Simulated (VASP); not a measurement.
Calculation: LDA (Ceperley-Alder, Perdew-Zunger), VASP's LDA PAW potentials (set 64) (plane waves; VASP).

Input for VASP

**INCAR**
```
! general
SYSTEM    =  CsI
PREC      =  Accurate
ENCUT     =  400
LREAL     =  F
LASPH     =  T

! electronic loop
EDIFF     =  1E-8
NELM      =  100
ALGO      =  Normal
LMAXMIX   =  4

! smearing
ISMEAR    =  0
SIGMA     =  0.01

! output
LWAVE     =  F
LCHARG    =  F

! other
LEPSILON  =  T
```

File KPOINTS:
```
Automatic mesh
0
Gamma
6 6 6
0 0 0
```

File POSCAR:
```
CsI
1
    4.4084292718     0.0000000000     0.0000000000
    0.0000000000     4.4084292718     0.0000000000
    0.0000000000     0.0000000000     4.4084292718
Cs I
1 1
Direct
  0.0000000000   0.0000000000   0.0000000000
  0.5000000000   0.5000000000   0.5000000000
```

POTCAR, in this order: Cs_sv I (LDA.64 set). Program: vasp_std.

Output

File OUTCAR:
```
 ion  position               nearest neighbor table
   1  0.000  0.000  0.000-
   2  0.500  0.500  0.500-
  LATTYP: Found a simple cubic cell.
 ALAT       =     4.4084292718
 Subroutine PRICEL returns:
 Original cell was already a primitive cell.
 Subroutine GETGRP returns: Found 48 space group operations
The static configuration has the point symmetry O_h .
The dynamic configuration has the point symmetry O_h .
 Subroutine INISYM returns: Found 48 space group operations
 Subroutine IBZKPT returns following result:
 Found     20 irreducible k-points:

 Following reciprocal coordinates:
            Coordinates               Weight
  0.000000  0.000000  0.000000      1.000000
  0.166667  0.000000  0.000000      6.000000
  0.333333  0.000000  0.000000      6.000000
  0.500000  0.000000  0.000000      3.000000
  0.166667  0.166667  0.000000     12.000000
  0.333333  0.166667  0.000000     24.000000
  0.500000  0.166667  0.000000     12.000000
  0.333333  0.333333  0.000000     12.000000
  0.500000  0.333333  0.000000     12.000000
...
```

### OSZICAR
```
...
 Linear response to external field (no local field effect), progress :
  Direction:   1
       N       E                     dE             d eps       ncg     rms          rms(c)
RMM:   1    -0.571641407851E+00   -0.57164E+00   -0.13468E+00   992   0.331E+00
RMM:   2    -0.568429652112E+00    0.32118E-02   -0.10800E-02   821   0.561E-01
RMM:   3    -0.568475413112E+00   -0.45761E-04   -0.22401E-04   808   0.792E-02
RMM:   4    -0.568477089988E+00   -0.16769E-05   -0.88616E-06   841   0.127E-02
RMM:   5    -0.568477046001E+00    0.43987E-07   -0.54018E-07   832   0.304E-03
RMM:   6    -0.568477048136E+00   -0.21348E-08   -0.75322E-08   732   0.588E-04
 Linear response to external field (no local field effect), progress :
  Direction:   2
       N       E                     dE             d eps       ncg     rms          rms(c)
RMM:   1    -0.691213326886E+00   -0.69121E+00   -0.17004E+00   971   0.351E+00
RMM:   2    -0.688679287944E+00    0.25340E-02   -0.14405E-02   843   0.629E-01
RMM:   3    -0.688727093862E+00   -0.47806E-04   -0.29302E-04   831   0.903E-02
RMM:   4    -0.688729165167E+00   -0.20713E-05   -0.11405E-05   859   0.143E-02
RMM:   5    -0.688729125986E+00    0.39181E-07   -0.55964E-07   847   0.339E-03
RMM:   6    -0.688729128257E+00   -0.22706E-08    0.22870E-09   742   0.641E-04
 Linear response to external field (no local field effect), progress :
  Direction:   3
       N       E                     dE             d eps       ncg     rms          rms(c)
RMM:   1    -0.991195621018E+00   -0.99120E+00   -0.28336E+00   936   0.394E+00
RMM:   2    -0.990698677812E+00    0.49694E-03   -0.22289E-02   830   0.682E-01
RMM:   3    -0.990775703271E+00   -0.77025E-04   -0.44131E-04   817   0.900E-02
RMM:   4    -0.990779173902E+00   -0.34706E-05   -0.16622E-05   838   0.153E-02
RMM:   5    -0.990779125996E+00    0.47907E-07   -0.96432E-07   825   0.337E-03
RMM:   6    -0.990779129334E+00   -0.33384E-08   -0.31548E-08   672   0.720E-04
 Linear response to external field, progress :
  Direction:   1
       N       E                     dE             d eps       ncg     rms          rms(c)
RMM:   1    -0.751397739514E+00   -0.75140E+00   -0.19607E+00  1918   0.358E+00
RMM:   2    -0.749270327321E+00    0.21274E-02   -0.15706E-02  1648   0.619E-01    0.178E+00
RMM:   3    -0.674538246472E+00    0.74732E-01   -0.10437E-01  1554   0.154E+00    0.853E-01
RMM:   4    -0.687851493883E+00   -0.13313E-01   -0.93006E-02  1573   0.140E+00    0.185E-01
RMM:   5    -0.702817896445E+00   -0.14966E-01   -0.21479E-03  1626   0.288E-01    0.279E-02
RMM:   6    -0.703259410273E+00   -0.44151E-03   -0.14314E-04  1693   0.559E-02    0.240E-02
RMM:   7    -0.703295254968E+00   -0.35845E-04   -0.60157E-06  1732   0.968E-03    0.244E-02
RMM:   8    -0.703556190115E+00   -0.26094E-03   -0.13319E-06  1628   0.713E-03    0.162E-02
RMM:   9    -0.703531623771E+00    0.24566E-04   -0.23876E-06  1646   0.646E-03    0.104E-02
RMM:  10    -0.703537809694E+00   -0.61859E-05   -0.69850E-08  1741   0.113E-03    0.687E-03
RMM:  11    -0.703554413798E+00   -0.16604E-04   -0.11510E-07  1698   0.999E-04    0.396E-03
RMM:  12    -0.703566106433E+00   -0.11693E-04   -0.20584E-07  1659   0.549E-04    0.313E-03
RMM:  13    -0.703560921341E+00    0.51851E-05   -0.47234E-08  1421   0.196E-04    0.178E-03
RMM:  14    -0.703556109194E+00    0.48121E-05   -0.30991E-08  1403   0.221E-04    0.262E-04
RMM:  15    -0.703555716656E+00    0.39254E-06   -0.61299E-08   631   0.896E-05    0.110E-04
RMM:  16    -0.703555474049E+00    0.24261E-06    0.10163E-08   557   0.936E-05    0.174E-05
RMM:  17    -0.703555514393E+00   -0.40345E-07   -0.20851E-09   516   0.945E-05    0.170E-05
RMM:  18    -0.703555550820E+00   -0.36427E-07    0.39890E-09   468   0.944E-05    0.477E-06
 Linear response to external field, progress :
  Direction:   2
       N       E                     dE             d eps       ncg     rms          rms(c)
RMM:   1    -0.751312372826E+00   -0.75131E+00   -0.19599E+00  1912   0.358E+00
RMM:   2    -0.749269296378E+00    0.20431E-02   -0.16076E-02  1645   0.624E-01    0.178E+00
RMM:   3    -0.674555685747E+00    0.74714E-01   -0.10450E-01  1557   0.154E+00    0.853E-01
RMM:   4    -0.687858740723E+00   -0.13303E-01   -0.93056E-02  1570   0.140E+00    0.185E-01
RMM:   5    -0.702809901692E+00   -0.14951E-01   -0.21475E-03  1630   0.288E-01    0.280E-02
RMM:   6    -0.703261472342E+00   -0.45157E-03   -0.14317E-04  1696   0.559E-02    0.243E-02
RMM:   7    -0.703295134158E+00   -0.33662E-04   -0.59774E-06  1737   0.963E-03    0.249E-02
RMM:   8    -0.703550851222E+00   -0.25572E-03   -0.14810E-06  1627   0.731E-03    0.181E-02
RMM:   9    -0.703529236493E+00    0.21615E-04   -0.27445E-06  1629   0.698E-03    0.117E-02
RMM:  10    -0.703535463189E+00   -0.62267E-05    0.38210E-08  1745   0.121E-03    0.811E-03
RMM:  11    -0.703551106718E+00   -0.15644E-04    0.48023E-07  1700   0.924E-04    0.546E-03
RMM:  12    -0.703567886429E+00   -0.16780E-04    0.52692E-07  1699   0.654E-04    0.355E-03
RMM:  13    -0.703561686479E+00    0.61999E-05    0.92725E-08  1444   0.229E-04    0.197E-03
RMM:  14    -0.703556152807E+00    0.55337E-05    0.10381E-07  1463   0.255E-04    0.287E-04
RMM:  15    -0.703555699405E+00    0.45340E-06    0.12671E-07   660   0.961E-05    0.134E-04
RMM:  16    -0.703555413390E+00    0.28602E-06    0.10957E-08   563   0.100E-04    0.110E-05
RMM:  17    -0.703555436492E+00   -0.23102E-07    0.52890E-08   521   0.101E-04    0.182E-05
RMM:  18    -0.703555479445E+00   -0.42953E-07    0.11572E-08   489   0.101E-04    0.617E-06
 Linear response to external field, progress :
  Direction:   3
       N       E                     dE             d eps       ncg     rms          rms(c)
RMM:   1    -0.751340272534E+00   -0.75134E+00   -0.19602E+00  1918   0.359E+00
RMM:   2    -0.749269289454E+00    0.20710E-02   -0.15725E-02  1648   0.620E-01    0.178E+00
RMM:   3    -0.674534594026E+00    0.74735E-01   -0.10452E-01  1556   0.154E+00    0.853E-01
RMM:   4    -0.687851583668E+00   -0.13317E-01   -0.93147E-02  1574   0.140E+00    0.185E-01
RMM:   5    -0.702820953650E+00   -0.14969E-01   -0.21521E-03  1626   0.288E-01    0.282E-02
RMM:   6    -0.703260769285E+00   -0.43982E-03   -0.14350E-04  1697   0.560E-02    0.243E-02
RMM:   7    -0.703294467982E+00   -0.33699E-04   -0.60341E-06  1738   0.967E-03    0.248E-02
RMM:   8    -0.703554953003E+00   -0.26049E-03   -0.14538E-06  1629   0.725E-03    0.174E-02
RMM:   9    -0.703529661768E+00    0.25291E-04   -0.26574E-06  1639   0.686E-03    0.114E-02
RMM:  10    -0.703535753995E+00   -0.60922E-05    0.11154E-07  1742   0.119E-03    0.786E-03
RMM:  11    -0.703551727831E+00   -0.15974E-04    0.82968E-07  1702   0.942E-04    0.524E-03
RMM:  12    -0.703567683538E+00   -0.15956E-04    0.63150E-07  1701   0.643E-04    0.343E-03
RMM:  13    -0.703561633210E+00    0.60503E-05    0.23533E-07  1452   0.223E-04    0.193E-03
RMM:  14    -0.703556143639E+00    0.54896E-05    0.75148E-08  1443   0.247E-04    0.277E-04
RMM:  15    -0.703555738702E+00    0.40494E-06    0.40373E-08   654   0.921E-05    0.126E-04
RMM:  16    -0.703555454667E+00    0.28403E-06    0.40173E-08   566   0.965E-05    0.160E-05
RMM:  17    -0.703555492231E+00   -0.37563E-07    0.41002E-08   532   0.977E-05    0.194E-05
RMM:  18    -0.703555536285E+00   -0.44054E-07    0.27888E-08   482   0.972E-05    0.459E-06
```

### OUTCAR
```
------------------------ aborting loop because EDIFF is reached ----------------------------------------

 HEAD OF MICROSCOPIC STATIC DIELECTRIC TENSOR (INDEPENDENT PARTICLE, excluding Hartree and local field effects)
 ------------------------------------------------------
           4.165311     0.000000    -0.000000
          -0.000000     4.165311     0.000000
          -0.000000     0.000000     4.165311
 ------------------------------------------------------

 MACROSCOPIC STATIC DIELECTRIC TENSOR (including local field effects in DFT)
 ------------------------------------------------------
           3.710085     0.000000    -0.000000
          -0.000000     3.710085    -0.000000
           0.000000     0.000000     3.710085
 ------------------------------------------------------

 PIEZOELECTRIC TENSOR (including local field effects)  for field in x, y, z        (e  Angst)
          XX          YY          ZZ          XY          YZ          ZX
  --------------------------------------------------------------------------------
  x     0.00000     0.00000     0.00000     0.00000     0.00000     0.00000
  y     0.00000     0.00000     0.00000     0.00000     0.00000     0.00000
  z     0.00000     0.00000     0.00000     0.00000     0.00000     0.00000

 PIEZOELECTRIC TENSOR (including local field effects)  for field in x, y, z        (C/m^2)
          XX          YY          ZZ          XY          YZ          ZX
  --------------------------------------------------------------------------------
  x     0.00000     0.00000     0.00000     0.00000     0.00000     0.00000
  y     0.00000     0.00000     0.00000     0.00000     0.00000     0.00000
  z     0.00000     0.00000     0.00000     0.00000     0.00000     0.00000

 BORN EFFECTIVE CHARGES (including local field effects) (in |e|, cummulative output)
 ---------------------------------------------------------------------------------
 ion    1
    1     1.31708     0.00000     0.00000
    2     0.00000     1.31708    -0.00000
    3    -0.00000    -0.00000     1.31708
 ion    2
    1    -1.31708    -0.00000    -0.00000
    2    -0.00000    -1.31708     0.00000
    3     0.00000     0.00000    -1.31708
```
(Selected blocks of OUTCAR.)

The compound is CsI in the CsCl type structure. It was relaxed first, which changed the volume by -10 %.
